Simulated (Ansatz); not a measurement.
A relaxed cell of Ge is given with its symmetry left out. The cell was found from a structure generator's guess, not taken from experiment.

Computed with DFT PBE, scalar-relativistic, plane waves, PAW in Ansatz. Cutoff 420 eV, Γ-centred mesh, Gaussian smearing, no spin polarisation.

```cif
data_structure
_symmetry_space_group_name_H-M 'P 1'
_symmetry_Int_Tables_number 1
_cell_length_a 3.9451
_cell_length_b 3.9451
_cell_length_c 3.9451
_cell_angle_alpha 97.514
_cell_angle_beta 97.514
_cell_angle_gamma 137.601
_cell_volume 38.60
loop_
_atom_site_label
_atom_site_type_symbol
_atom_site_fract_x
_atom_site_fract_y
_atom_site_fract_z
_atom_site_occupancy
Ge1 Ge 0.75000 0.25000 0.50000 1
Ge2 Ge 0.00000 0.00000 0.00000 1
```

Energies count from the standard state of Ge at the same level.

(1) Find its symmetry and describe it.

(2) How far does it lie from the standard state of Ge?

(3) Is it a metal?

Results:

(1) I4_1/amd (No. 141), the beta-tin type. Conventional cell: a = 5.202 Å, c = 2.853 Å. Ge has 6 Ge at 2.70–2.85 Å.

(2) +0.23 eV/atom. It lies above the standard state, so it could only be metastable.

(3) Yes, bands cross the Fermi level on the 22×22×22 mesh.

The last run used a 22×22×22 mesh for its 2-atom cell and Gaussian smearing of 0.10 eV. Symmetry constrained the relaxation, so the result can be a saddle point.
